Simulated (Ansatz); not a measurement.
Structure types of C were relaxed at one common pressure (all-electron LAPW in Ansatz 0.2.0 under PBE, scalar-relativistic, no spin polarisation, zero temperature). They take these volumes:

| type | space group | V (Å³/atom) |
| --- | --- | --- |
| fcc | Fm-3m | 3.60 |
| bcc | Im-3m | 3.63 |
| distorted hcp | P6_3/mmc | 3.62 |
| sc | Pm-3m | 3.48 |
| diamond | Fd-3m | 3.75 |
| distorted omega | P6/mmm | 4.06 |

Problem. At about which pressure, and is the densest type also the lowest in enthalpy?

Solution. 380 GPa. The densest is sc, and it is 2019 meV/atom above diamond: its gain in pV doesn't pay for its higher energy here.
